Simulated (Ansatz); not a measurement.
## Surface calculation: diamond C (110), 3 layers

The slab is cut from the diamond crystal, which needn't be the stable phase, as relaxed on PAW files (5.61 Å³/atom), with 16 Å of vacuum and a dipole correction:

```
C
1.0
     2.51292    0.00000    0.00000
     0.00000    3.55381    0.00000
     0.00000    0.00000   18.51290
C
6
Direct
  0.75000 0.12500 0.43213
  0.25000 0.87500 0.43213
  0.25000 0.62500 0.50000
  0.75000 0.37500 0.50000
  0.75000 0.12500 0.56787
  0.25000 0.87500 0.56787
```

Level of theory: DFT with PBEsol, scalar-relativistic, in Ansatz 0.2.0; a Γ-centred 10×7×1 k mesh, Fermi–Dirac smearing of 0.02 eV, no spin polarisation. LAPW: all electrons, basis error target 1 meV/atom; PAW: frozen-core files, cutoff 420 eV.

The bulk energy comes from a cell in the slab's orientation on a 10×7×10 mesh. The surface energy is (E(slab) − N·E(bulk))/2A at zero smearing, the mean of both faces; thin slabs carry quantum-size effects.

The PAW files were made under PBE. Real surfaces of this kind reconstruct, which a 1×1 cell forbids.

Q: As cut, the LAPW slab lies 7.353 eV above 6 atoms of bulk. What surface energy is that?

A: Over two faces of 8.93 Å² it is 411.7 meV/Å², and times 16.02 J/m² per eV/Å² that gives γ = 6.596 J/m².

| method | γ as cut (J/m²) | γ relaxed (J/m²) | Φ as cut (eV) | Φ relaxed (eV) |
| --- | --- | --- | --- | --- |
| LAPW | 6.596 | ? | 6.11 | ? |

Q: Fill in "Φ relaxed (eV)" for the row "LAPW".

A: 5.84.

Q: Fill in "γ relaxed (J/m²)" for the row "LAPW".

A: 5.508.

Q: How do the spacings between the planes relax?

A: From the bottom face up: d12 -10.4 % of 1.256 Å, d23 -10.4 % of 1.256 Å.

Q: A field of 0.2 V/Å is applied along the normal, atoms held. What follows?

A: LAPW finds an induced dipole of 0.0436 e·Å a cell (PAW 0.0435), that is 4.41 Å for 4πα over the area, against 2.25 Å between the outer atoms.

Q: A 1s core hole is made on one atom of each kind in every 1×1 cell (PAW hole dataset, neutral cell, valence without spin). What does it cost by layer?

A: layer 1 280.63 eV, layer 2 282.28 eV. Shifts between layers mean more than the absolute values, and a whole layer of holes screens otherwise than one hole.
